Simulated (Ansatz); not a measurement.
MoS2:

```
CELL_PARAMETERS angstrom
1.58000 0.91221 6.15000
-1.58000 0.91221 6.15000
0.00000 -1.82443 6.15000
ATOMIC_POSITIONS crystal
Mo 0.00000 0.00000 0.00000
S 0.41700 0.41700 0.41700
S 0.25000 0.25000 0.25000
```

Measurements of this composition are mostly on another form, of space group No. 194.

Base run:

| Item | Value |
| --- | --- |
| Program | Ansatz 0.2.0 |
| Functional | PBE |
| Potentials or basis | all-electron LAPW, scalar-relativistic |
| Cutoff | 246 eV (chosen from the basis error) |
| Basis error allowed | 0.002 eV/atom |
| k mesh | 10 × 10 × 10 |
| Occupations | fermi-dirac, width 0.05 eV |
| Spin | no spin polarisation |

Its results: band gap on the k mesh 0.96 eV, indirect (least direct gap 1.96 eV); pressure 5.4 GPa; largest force 0.522 eV/Å.

Task: The run is repeated on the same cell with these changes: functional from PBE to LDA. What comes out?

Result: Band gap on the k mesh 0.88 eV, indirect (least direct gap 1.96 eV); pressure -2.4 GPa; largest force 0.086 eV/Å.

LDA binds more tightly than PBE, so the same cell stands under less pressure.

A k mesh can miss the band edges.
